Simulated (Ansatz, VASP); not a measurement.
# One calculation of BaZrO3, two programs

```
Ba Zr O
1.0
     4.22716    0.00000    0.00000
     0.00000    4.22716    0.00000
     0.00000    0.00000    4.22716
Ba Zr O
1 1 3
Direct
  0.00000 0.00000 0.00000
  0.50000 0.50000 0.50000
  0.00000 0.50000 0.50000
  0.50000 0.00000 0.50000
  0.50000 0.50000 0.00000
```

Alike in both runs: functional PBE; k mesh 6 × 6 × 6; no spin polarisation.

Ansatz relaxed the structure, and its values are those at the end. VASP's run is a single point on that final structure, the one shown.

|  | VASP | Ansatz |
| --- | --- | --- |
| version | VASP 6.6.1 | Ansatz 0.2.0 |
| potentials or method | VASP PAW PBE potentials, release 64 (Ba_sv, Zr_sv, O) | scalar-relativistic, plane waves, PAW |
| plane-wave cutoff (eV) | 520 | 420 |
| occupations | gaussian, width 0.01 eV | fixed |
| valence electrons in the cell | 40 | 40 |

|  | VASP | Ansatz | Ansatz less VASP |
| --- | --- | --- | --- |
| gap on the k mesh at the Fermi level (eV) | 3.13 | 3.18 | +0.047 |
| least direct gap on the mesh (eV) | 3.38 | 3.40 | +0.021 |
| pressure (GPa) | 0.9 | 0.0 | -0.94 |

Caveats: spin-orbit coupling is left out, which moves the levels of the heavy elements. A k mesh can miss the band edges.
